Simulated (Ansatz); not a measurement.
# Ga (C2/c) in Ansatz: a series of runs, part 2 of 3

Ansatz 0.2.0.

## (3) Relaxation of cell and atoms, PBEsol+D4

The input, input.yaml:

```yaml
crystal:
  lattice:
    - [1.383, -4.0265, 0.0]
    - [1.383, 4.0265, 0.0]
    - [-0.1174474948, 0.0, 3.3299294416]
  atoms:
    - { symbol: Ga, position: [0.131, 0.869, 0.75] }
    - { symbol: Ga, position: [0.869, 0.131, 0.25] }
hamiltonian:
  xc: pbesol
  pseudopotentials: { kind: paw }
  dispersion: d4
kpoints:
  mp_grid: { grid: [10, 10, 8] }
scf:
  occupations: { method: fermi_dirac, width: 0.05 }
output:
  forces: true
  stress: true
  eigenvalues: true
  write_density: true
  write_potential: true
  elf: true
  volumetric_format: npy
relax:
  f_tol: 0.01
  max_steps: 40
  cell: { stress_tol: 0.05 }
```

Potentials or basis: Ansatz PAW.

Run with:

```bash
$ ansatz run input.yaml --threads 2 --pin off --max-ram 5632MiB --backend cpu --events-out ev --progress --plain --runs-dir out
```

What it wrote:

```text
Warning: RAYON_NUM_THREADS=2 ignored (pool sized by the plan → 2); use --threads N
Engine: ansatz 0.2.0, x86_64-unknown-linux-gnu
Pseudopotentials: kind: paw
Pseudopotential: Ga, paw, valence charge 13, recommended cutoff 420 eV (normal), Ga.paw.azcp
Functional definition: PBEsol
  exchange = pbesol_x
  correlation = pbesol_c
Crystal: 2 atoms, lattice volume = 37.086 Å³
Basis set: ecut = 420 eV, 721 PW (Γ), exchange–correlation on 60×60×48 points (8 copies of the dense FFT grid, shifted against one another)
Bands: 17, of which v1, the nominal top of the filled ones, is band 13 counted from 1 (12 counted from 0)
Symmetry: 4 space group operations
Space group: C2/c (ITA 15), of the structure as read, at distance tolerance 3.3e-5 Å
k-points: 227 of 800
Non-local potential: Ga, projectors of the file, l = 0: 2, l = 1: 2, l = 2: 3, l = 3: 1
PAW form: soft (Blöchl's): semilocal exchange-correlation on the pseudo side does not see the compensation charge
PAW frozen core: Ga, regenerated for the run's functional, and the local potential with it (the file was generated under x = pbe(κ = 0.804, μ = 0.2195149727645171), c = pbe(β = 0.06672455060314922))
PAW one-centre angular grid: Ga, 590 points (default); XC on 64 Gauss nodes
Initial density: superposition of atomic densities (neutral atoms: chi_scale 0, normalization atom), corrected by the library's trained network
Initial wavefunctions: pseudopotential atomic-orbital guess
Functional: x = pbesol(κ = 0.804, μ = 0.12345679012345678), c = pbesol(β = 0.046)
SCF iter   1: F=—  HF=-7486.941157 eV  |F-HF|=—  |Δ(HF+E_count)|=         —  Δρ=2.02e-3  dr2=1.21e-3  ethr=1.77e-3  ⟨swp⟩=5.6  Hψ=18343  notcnv=0
preconditioner: auto → Kerker (q_TF=auto, 2.571 Å⁻¹)  [metal: Δε(μ)=0.010 eV  Ē_g=17.148 eV  σ=0.050 eV  W_gap=0.05  n_scr=12 (ndim 8)  ℏωp=31.1 eV  f_vac=0.000  D(μ)=0.71/eV (n_scr^D=2)]
SCF iter   2: F=—  HF=-7486.939831 eV  |F-HF|=—  |Δ(HF+E_count)|=   1.33e-3  Δρ=1.04e-3  dr2=4.28e-4  ethr=4.64e-6  ⟨swp⟩=2.0  Hψ=8035  notcnv=0
SCF iter   3: F=—  HF=-7486.939785 eV  |F-HF|=—  |Δ(HF+E_count)|=   4.63e-5  Δρ=4.53e-4  dr2=1.19e-4  ethr=1.65e-6  ⟨swp⟩=1.0  Hψ=3869  notcnv=0
SCF iter   4: F=—  HF=-7486.939759 eV  |F-HF|=—  |Δ(HF+E_count)|=   2.55e-5  Δρ=1.02e-4  dr2=7.28e-6  ethr=4.58e-7  ⟨swp⟩=2.9  Hψ=6798  notcnv=0
SCF iter   5: F=—  HF=-7486.939755 eV  |F-HF|=—  |Δ(HF+E_count)|=   4.73e-6  Δρ=1.28e-4  dr2=2.86e-6  ethr=2.80e-8  ⟨swp⟩=2.0  Hψ=6798  notcnv=0
SCF iter   6: F=—  HF=-7486.939752 eV  |F-HF|=—  |Δ(HF+E_count)|=   2.15e-6  Δρ=1.58e-5  dr2=7.20e-8  ethr=3.85e-10  ⟨swp⟩=6.9  Hψ=25591  notcnv=0
SCF iter   7: F=-7486.939752 eV  HF=-7486.939752 eV  |F-HF|=2.92e-8  |Δ(HF+E_count)|=   8.43e-8  Δρ=1.07e-5  dr2=1.92e-8  ethr=2.77e-10  ⟨swp⟩=8.7  Hψ=26850  notcnv=0
SCF 1 converged in 7 iterations: F = -7486.939752 eV  dr2 = 1.92e-8
relax step   1: F+E_penalty+E_count = -7486.93975236 eV  Δ(F+E_penalty+E_count) = +0.000e0 eV  max|allowed force component| = 1.976e-1 eV/Å  Δτ_max = 0.0000 Å  P = -4.290 GPa  Ω = 37.086 Å³  (7 SCF iters, dr2 threshold 1.00e-7 eV, accepted)
Crystal: 2 atoms, lattice volume = 33.994 Å³
[... 77 lines left out ...]
Internal energy: -7486.991184 eV  (E = F + TS)
E sigma→0 (E₀):  -7486.992898 eV
Entropy (-TS):   -0.003427 eV (-1.713 meV/atom)
Fermi energy:    10.907653 eV
--- Per-component energies (eV) ---
  E_band       = -46.449416
  E_kinetic    = 232.034599
  E_local      = -3485.512069  (includes V_loc(G=0)·N_el)
  E_nonlocal   = 847.338785
  E_hartree    = 1645.216004
  E_xc         = -138.848548
  E_vxc        = -118.256397  (∫ρ·V_xc dr)
  E_paw        = -3893.112293  (= ΣΔE_a)
  E_vpaw       = -812.486118  (= ΣTr[D̂ρ^β])
  E_aug_tail   = -0.000228  (compensation charges beyond the density's cutoff)
  E_ewald      = -2695.226495
  E_disp       = -0.606894  (pairwise vdW)
  E_core_change = 1.725956  (= ΣΔE_core)
  E_smearing   = -0.003427  (= −TS)
  E_closure    = -0.000000  (closes the sum)
  Σ components = -7486.994611   (vs F -7486.994611, Δ=0.00e0)
--- Forces (eV/Å), atoms counted from 1 ---
  atom   1  Ga     0.00000000    -0.00093362     0.00000000
  atom   2  Ga     0.00000000     0.00093362    -0.00000000
  max |Σ_I F_I| component: 0.00e0 eV/Å
--- Stress (GPa, compression-positive) ---
       -0.001044      -0.000000      -0.005968
       -0.000000      -0.020535       0.000000
       -0.005968       0.000000      -0.016478
  P = ⅓ Tr σ = -0.0127 GPa (-0.127 kbar)
--- Band table (eV; the first three rows and the last of 227) ---
  k-point 0: bands = ["-4.4326", "-4.3923", "-4.3390", "-4.3245", "-4.0605", "-4.0424", "-3.9910", "-3.9907", "-3.9760", "-3.8134", "-1.0510", "8.2828", "9.2734", "13.4981", "17.3157", "19.7233", "20.8976"]
  k-point 1: bands = ["-4.4199", "-4.3937", "-4.3241", "-4.3025", "-4.0861", "-4.0791", "-3.9919", "-3.9592", "-3.9555", "-3.8443", "-0.8043", "8.5741", "9.1863", "11.6444", "19.8685", "19.9616", "20.5342"]
  k-point 2: bands = ["-4.4338", "-4.3313", "-4.3122", "-4.2381", "-4.1287", "-4.1285", "-4.0054", "-3.9257", "-3.9245", "-3.9142", "-0.0577", "7.6084", "9.4290", "10.8658", "17.6663", "17.8017", "20.6135"]
  k-point 226: bands = ["-4.3408", "-4.3408", "-4.2950", "-4.2950", "-4.0864", "-4.0864", "-3.9829", "-3.9829", "-3.9728", "-3.9728", "4.8909", "4.8909", "6.2123", "6.2123", "21.5822", "21.5822", "22.9530"]
--- Relaxed structure (7 steps of the walk, 7 accepted, 1 SCFs on fresh bases) ---
  F+E_penalty+E_count = -7486.99461114 eV   max|allowed force component| = 9.336e-4 eV/Å   (the final SCF, on the basis selected at the relaxed cell)
  cell:  # Å, volume = 34.4385 Å³
    - [1.3849194494156734, -3.9806523571168335, 0.009526594156911842]
    - [1.3849194494156734, 3.9806523571168335, 0.009526594156911863]
    - [-0.09467276462211921, 8.270607067981809e-18, 3.122808567072278]
  atoms:
    - { symbol: Ga, position: [0.1346891378210659, 0.8653108621789338, 0.7499999999999999] }
    - { symbol: Ga, position: [0.8653108621789338, 0.13468913782106587, 0.24999999999999994] }
```

v_z.tsv:

```text
# z_ang	v_es[eV]	v_tot[eV]
# format = ansatz-planar-average/11
# xc	pbesol
# density_cutoff_ev	1680
# datasets	Ga=:simpson_from_first_knot:soft:shift=-1252651
# lattice	1.384919449	-3.980652357	0.009526594
# lattice	1.384919449	3.980652357	0.009526594
# lattice	-0.094672765	0.000000000	3.122808567
# sites	2
# site	31	1.313914876	2.908351089	2.351633019
# site	31	1.361251258	-2.908351089	0.790228736
0.000000	6.700824e0	-3.571177e0
0.130177	6.605030e0	-3.729399e0
0.260354	6.320583e0	-4.183525e0
0.390530	5.970081e0	-4.748801e0
0.520707	5.687733e0	-5.218816e0
0.650884	5.508075e0	-5.521736e0
[... 16 lines left out ...]
2.863890	6.320583e0	-4.183525e0
2.994067	6.605030e0	-3.729399e0
```

Wall time 84 s (2 threads of Intel Xeon at 2.50GHz (Skylake/Cascade Lake), shared host); peak memory 0.46 GiB.

What came out:

| Quantity | Value |
| --- | --- |
| Free energy | -7486.9946 eV |
| Relaxed volume | 17.22 Å³/atom |
| Relaxed cell | a = 4.215 Å, b = 4.215 Å, c = 3.124 Å, α = 90.44°, β = 90.44°, γ = 141.63° |
| Space group after relaxing (to 0.05 Å) | C2/c (No. 15) |
| Energy gained by relaxing | 27.4 meV/atom |
| Ionic steps | 8 |
| Pressure after relaxing | 0.0 GPa |
| Band gap on the k mesh | none (metal or under the smearing width) |

The path:
```csv
step,energy change (eV),largest force (eV/Å),volume (Å³)
1,0.0000,0.1976,37.09
2,-0.0485,0.1148,33.99
3,-0.0538,0.0127,34.33
4,-0.0542,0.0573,34.39
5,-0.0555,0.0018,34.45
6,-0.0556,0.0023,34.45
7,-0.0556,0.0010,34.44
8,-0.0549,0.0009,34.44
```

Final structure:
```yaml
crystal:
  lattice:
    - [1.38492, -3.98065, 0.00953]
    - [1.38492, 3.98065, 0.00953]
    - [-0.09467, 0.00000, 3.12281]
  atoms:
    - { symbol: Ga, position: [0.13469, 0.86531, 0.75000] }
    - { symbol: Ga, position: [0.86531, 0.13469, 0.25000] }
```

Caveat: the plane-wave basis is chosen anew once the cell has moved, so the energies of steps on either side of that aren't comparable; pairwise dispersion overbinds metals, which lowers pressure and volume; the PAW data sets come from PBE, with cores solved anew for the run's functional, which leaves a small shift of forces and pressure.

## (4) Relaxation of cell and atoms, RPBE+D3(BJ)

input.yaml: that of step 3 with these lines changed.

```diff
@@ -9,5 +9,5 @@
 hamiltonian:
-  xc: pbesol
+  xc: rpbe
   pseudopotentials: { kind: paw }
-  dispersion: d4
+  dispersion: d3bj
 kpoints:
```

Run with:

```bash
$ ansatz run input.yaml --threads 2 --pin off --max-ram 5632MiB --backend cpu --events-out ev --progress --plain --runs-dir out
```

Run time: 95 s. Hardware: 2 threads of Intel Xeon at 2.50GHz (Skylake/Cascade Lake), shared host; peak memory 0.46 GiB.

It converged, with:

* Free energy: -7580.9635 eV
* Relaxed volume: 14.98 Å³/atom
* Relaxed cell: a = 4.123 Å, b = 4.123 Å, c = 2.925 Å, α = 90.00°, β = 90.00°, γ = 142.94°
* Space group after relaxing (to 0.05 Å): Cmcm (No. 63)
* Energy gained by relaxing: 210.1 meV/atom
* Ionic steps: 9
* Pressure after relaxing: 0.0 GPa
* Band gap on the k mesh: none (metal or under the smearing width)

Step by step:
```
step  energy change (eV)  largest force (eV/Å)  volume (Å³)
   1              0.0000                0.3016        37.09
   2             -0.3066                0.1677        33.03
   3             -0.4106                0.0815        30.14
   4             -0.4191                0.0100        29.75
   5             -0.4213                0.0110        29.98
   6             -0.4229                0.0029        29.98
   7             -0.4231                0.0021        29.97
   8             -0.4231                0.0013        29.96
   9             -0.4203                0.0012        29.96
```

Final structure:
```
Ga
1.0
     1.31009   -3.90882    0.02387
     1.31009    3.90882    0.02387
    -0.05378    0.00000    2.92438
Ga
2
Direct
  0.13339 0.86661 0.75000
  0.86661 0.13339 0.25000
```

Levels at points of the mesh, in eV from the Fermi level:
```csv
k point,band 10,band 11,band 12,band 13,band 14,band 15,band 16,band 17
"(0.00, 0.00, 0.00)",-14.95,-13.26,-3.67,-2.03,3.37,7.36,10.03,11.17
"(0.00, 0.00, -0.50)",-15.04,-8.61,-8.61,1.33,1.33,2.26,2.26,13.47
"(0.00, -0.50, 0.00)",-14.99,-7.09,-6.53,-2.60,-0.45,7.09,8.58,9.65
"(0.00, -0.50, -0.50)",-14.98,-3.13,-3.13,-1.56,-1.56,1.88,1.89,4.58
"(-0.50, -0.50, 0.00)",-15.02,-11.09,-10.22,5.81,6.83,7.74,8.17,8.33
"(-0.50, -0.50, -0.50)",-15.12,-6.37,-6.37,-5.46,-5.46,12.36,12.36,12.48
```

Caveat: the volume moved by over 15 % at a fixed basis, so the end points are rough; the plane-wave basis is chosen anew once the cell has moved, so the energies of steps on either side of that aren't comparable; the volume moved by -19 % from the deposited cell, more than functionals usually miss; pairwise dispersion overbinds metals, which lowers pressure and volume; the PAW data sets come from PBE, with cores solved anew for the run's functional, which leaves a small shift of forces and pressure.

## (5) Relaxation of cell and atoms, RPBE+D4

input.yaml: that of step 4 with these lines changed.

```diff
@@ -11,3 +11,3 @@
   pseudopotentials: { kind: paw }
-  dispersion: d3bj
+  dispersion: d4
 kpoints:
```

Run with:

```bash
$ ansatz run input.yaml --threads 2 --pin off --max-ram 5632MiB --backend cpu --events-out ev --progress --plain --runs-dir out
```

Wall time 78 s (2 threads of Intel Xeon at 2.50GHz (Skylake/Cascade Lake), shared host); peak memory 0.46 GiB.

The run converged. Its results:

| Item | Value |
| --- | --- |
| Free energy | -7578.9897 eV |
| Relaxed volume | 17.31 Å³/atom |
| Relaxed cell | a = 4.230 Å, b = 4.230 Å, c = 3.127 Å, α = 90.41°, β = 90.41°, γ = 141.79° |
| Space group after relaxing (to 0.05 Å) | C2/c (No. 15) |
| Energy gained by relaxing | 24.0 meV/atom |
| Ionic steps | 7 |
| Pressure after relaxing | 0.0 GPa |
| Band gap on the k mesh | none (metal or under the smearing width) |

Step by step:
| step | energy change (eV) | largest force (eV/Å) | volume (Å³) |
| --- | --- | --- | --- |
| 1 | 0.0000 | 0.1881 | 37.09 |
| 2 | -0.0421 | 0.1397 | 34.22 |
| 3 | -0.0480 | 0.0134 | 34.45 |
| 4 | -0.0481 | 0.0273 | 34.52 |
| 5 | -0.0489 | 0.0001 | 34.64 |
| 6 | -0.0490 | 0.0008 | 34.61 |
| 7 | -0.0479 | 0.0007 | 34.61 |

Final structure:
```yaml
crystal:
  lattice:
    - [1.38464, -3.99733, 0.01038]
    - [1.38464, 3.99733, 0.01038]
    - [-0.09258, 0.00000, 3.12591]
  atoms:
    - { symbol: Ga, position: [0.13416, 0.86584, 0.75000] }
    - { symbol: Ga, position: [0.86584, 0.13416, 0.25000] }
```

Levels at points of the mesh, in eV from the Fermi level:
| k point | band 9 | band 10 | band 11 | band 12 | band 13 | band 14 | band 15 | band 16 | band 17 |
| --- | --- | --- | --- | --- | --- | --- | --- | --- | --- |
| (0.00, 0.00, 0.00) | -14.94 | -14.78 | -11.92 | -2.68 | -1.67 | 2.62 | 6.36 | 8.90 | 10.01 |
| (0.00, 0.00, -0.50) | -14.86 | -14.86 | -7.94 | -7.94 | 1.59 | 1.59 | 2.45 | 2.45 | 11.61 |
| (0.00, -0.50, 0.00) | -14.84 | -14.82 | -6.67 | -5.74 | -1.98 | -0.28 | 6.70 | 7.14 | 9.28 |
| (0.00, -0.50, -0.50) | -14.81 | -14.81 | -3.05 | -2.95 | -1.81 | -1.61 | 1.71 | 2.07 | 4.19 |
| (-0.50, -0.50, 0.00) | -14.89 | -14.84 | -9.88 | -9.05 | 4.88 | 5.85 | 6.82 | 7.14 | 7.22 |
| (-0.50, -0.50, -0.50) | -14.93 | -14.93 | -5.99 | -5.99 | -4.71 | -4.71 | 10.75 | 10.75 | 11.97 |

Caveat: the plane-wave basis is chosen anew once the cell has moved, so the energies of steps on either side of that aren't comparable; pairwise dispersion overbinds metals, which lowers pressure and volume; the PAW data sets come from PBE, with cores solved anew for the run's functional, which leaves a small shift of forces and pressure.

(Continued in part 3 of 3.)
